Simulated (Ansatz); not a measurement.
The system is Zn.

```
Zn
1.0
     0.00000    1.96478    1.96478
     1.96478    0.00000    1.96478
     1.96478    1.96478    0.00000
Zn
1
Direct
  0.00000 0.00000 0.00000
```

This isn't the form of Zn at room conditions, which is hcp.

Base run:

- Program: Ansatz 0.2.0
- Functional: PBE
- Potentials or basis: Ansatz PAW
- Cutoff: 420 eV (not typed: the program's choice for these potentials)
- k mesh: 12 × 12 × 12
- Occupations: fermi-dirac, width 0.05 eV
- Spin: no spin polarisation

Its results: band gap on the k mesh none (metal or under the smearing width); pressure -0.2 GPa.

Question: The run is repeated on the same cell with these changes: functional from PBE to PBEsol. What comes out?

Answer: Band gap on the k mesh none (metal or under the smearing width); pressure -5.2 GPa.

PBEsol binds more tightly than PBE, so the same cell stands under less pressure.

Caveats: the PAW data sets come from PBE, with cores solved anew for the run's functional, which leaves a small shift of forces and pressure (some runs).
